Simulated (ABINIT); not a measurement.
Here is an ABINIT 10.8.3 (patched build) calculation.

run.abi

```
pp_dirpath "./"
pseudos "Si.GGA_PBE-JTH.xml"

acell 3.8313174605 3.8313174606 6.3326220002 Angstrom
rprim
     1.0000000000     0.0000000000     0.0000000000
    -0.5000000000     0.8660254038     0.0000000000
     0.0000000000     0.0000000000     1.0000000000
ntypat 1
znucl 14
natom 4
typat 1 1 1 1
xred
     0.6624090000     0.3337130000     0.9403250000
     0.3346860000     0.6586850000     0.4343140000
     0.6743670000     0.3454220000     0.5621860000
     0.3142490000     0.6473930000     0.0588250000
chkprim 0
chksymtnons 0
tolsym 1.0e-6

ecut 15.0
pawecutdg 30.0

kptopt 1
ngkpt 8 8 4
nshiftk 1
shiftk 0.0 0.0 0.0

ixc 11

nband 12
occopt 3
tsmear 0.00183747

nstep 100
tolvrs 1.0e-9

iomode 3
prtwf 0
prtden 0
prteig 0
prtebands 0
enunit 2
```

Potentials or basis: JTH PAW PBE v2.0.

Run with:

```bash
$ abinit run.abi > log 2>&1
```

Question: What does it give for the pressure?

Answer: 1.5 GPa.

Question: Estimate the band gap on the k mesh.

Answer: 0.07 eV, indirect (least direct gap 0.79 eV).

Stress tensor (GPa, compression positive):
```
 4.17  0.12  0.52
 0.12 -0.15  0.02
 0.52  0.02  0.63
```

A k mesh can miss the band edges.
